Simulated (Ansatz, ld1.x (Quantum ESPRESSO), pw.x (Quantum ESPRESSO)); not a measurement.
## Equation-of-state test of one TM potential (Mo)

* Element: molybdenum
* Generator: ld1.x (Quantum ESPRESSO) 7.5
* Type: norm-conserving Troullier–Martins (Kleinman–Bylander form)
* Functional: PBE
* Relativity: scalar-relativistic
* Frozen core: [Kr]
* Valence charge: 6
* Reference configuration: 4d5 5s0 5p0 (charge +1)
* Partial waves: 5s (bound, empty): rc 2.75 bohr; 5p (bound, empty): rc 2.55 bohr; 4d (bound): rc 2.10 bohr
* Local potential: all-electron potential smoothed inside 2.35 bohr (lloc = -2)
* Core correction: none

Atomic tests: cutoffs needed: 35 Ry and 45 Ry (the cutoffs (Ry, on a coarse ladder) from which the occupation-weighted sum of valence levels, in a spherical-Bessel basis at the reference potential, stays within 10 and 1 mRy of its value at 400 Ry); ghost test: no extra level below or beside the all-electron valence levels (s, p, d, f tested) (spherical-Bessel basis up to 400 Ry, 20 bohr box); largest excitation error: -142 meV (all-electron minus pseudo) for 4d3 5s0 5p0, out of 7 test configurations.

Crystal test: fcc Mo in pw.x 7.5, no spin, 14³ k-points, Fermi–Dirac smearing 0.01 Ry, cutoffs 55/220 Ry. The reference is all-electron LAPW (Ansatz 0.2.0) with the same functional, mesh and smearing; V0 and B0 come from Birch–Murnaghan fits to the pressures at five volumes. Errors are pseudo minus all-electron; Δ is the rms difference of the E(V) curves that follow from these fits, minima aligned, over ±6 % about the mean V0. Mesh and smearing are coarse, so the numbers serve the comparison and aren't converged zero-temperature values; the lattice is a test structure that the element need not adopt.

All-electron: a0 = 4.005 Å (V0 = 16.06 Å³/atom), B0 = 235.3 GPa.

Question: How far does the potential miss the all-electron equation of state?

Answer: mean pressure error (GPa): -14.82. The pressure does not cross zero within the volumes sampled, so no fit is given. This is a poor potential for the solid.

| V (Å³/atom) | P all-electron (GPa) | P pseudo (GPa) |
| --- | --- | --- |
| 15.226 | 13.93 | -2.79 |
| 15.626 | 6.76 | -8.93 |
| 16.027 | 0.44 | -14.30 |
| 16.428 | -5.13 | -19.01 |
| 16.828 | -10.04 | -23.11 |

Question: At the middle volume, how do free energy and pressure move when the wave cutoff is lowered (ecutrho kept at four times it)?

Answer:

| cutoff (Ry) | shift of F (meV/atom) | shift of P (GPa) |
| --- | --- | --- |
| 25 | +1597.5 | -60.62 |
| 33 | +185.4 | -12.20 |
| 44 | +2.1 | -0.19 |

The run at the middle volume (104 k-points, 15 iterations) took about 9.5 s on one core of a shared host (Neoverse-V2, 32 threads, 247 GiB, load 10).
